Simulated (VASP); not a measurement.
## CaS: relaxation of cell and atoms with LDA

Crystal: CaS.

```
Ca S
1.0
     0.00000    2.82500    2.82500
     2.82500    0.00000    2.82500
     2.82500    2.82500    0.00000
Ca S
1 1
Cartesian
  0.0000 0.0000 0.0000
  2.8250 2.8250 2.8250
```

The cell was built by a generator and needn't be a form met in nature.

```json
{
 "Program": "VASP 6.6.1",
 "Task": "relaxation of cell and atoms",
 "Functional": "LDA",
 "Potentials or basis": "VASP PAW LDA potentials, release 64 (Ca_sv, S)",
 "Cutoff": "600 eV",
 "k mesh": "8 × 8 × 8",
 "Occupations": "gaussian, width 0.02 eV",
 "Spin": "no spin polarisation",
 "Further INCAR settings": "ALGO = Normal; EDIFF = 1e-06; IBRION = 2; EDIFFG = -0.005; NSW = 40; ISIF = 3"
}
```

```
Relaxed volume                         : 21.63 Å³/atom
Relaxed cell                           : a = 3.940 Å, b = 3.940 Å, c = 3.940 Å, α = 60.00°, β = 60.00°, γ = 60.00°
Space group after relaxing (to 0.05 Å) : Fm-3m (No. 225)
Energy gained by relaxing              : 7.6 meV/atom
Ionic steps                            : 3
Pressure after relaxing                : 0.0 GPa
Band gap on the k mesh                 : 1.97 eV, indirect (least direct gap 2.84 eV)
```

The path:
```tsv
step	energy change (eV)	largest force (eV/Å)	pressure (GPa)	volume (Å³)
1	0.0000	0.0000	-2.57	45.09
2	-0.0140	0.0000	0.79	42.77
3	-0.0152	0.0000	-0.01	43.26
```

Final structure:
```
Ca S
1.0
     0.00000    2.78620    2.78620
     2.78620    0.00000    2.78620
     2.78620    2.78620    0.00000
Ca S
1 1
Direct
  0.00000 0.00000 0.00000
  0.50000 0.50000 0.50000
```

Levels at points of the mesh, in eV from the valence-band top:
```tsv
k point	band 5	band 6	band 7	band 8	band 9	band 10	band 11	band 12
(0.00, 0.00, 0.00)	-11.52	0.00	0.00	0.00	3.94	3.94	3.94	4.31
(0.50, 0.00, 0.00)	-10.52	-3.42	-1.34	-1.34	5.15	6.10	6.21	6.21
(0.50, 0.50, 0.00)	-10.81	-2.45	-0.87	-0.87	1.97	5.58	6.10	6.88
```

Wall time 19 s on 1 thread of Intel(R) Xeon(R) Platinum 8559C (Emerald Rapids) (shared host), peak memory 0.17 GiB.

A k mesh can miss the band edges. A hybrid or GW would open this gap; LDA tends to underestimate it.
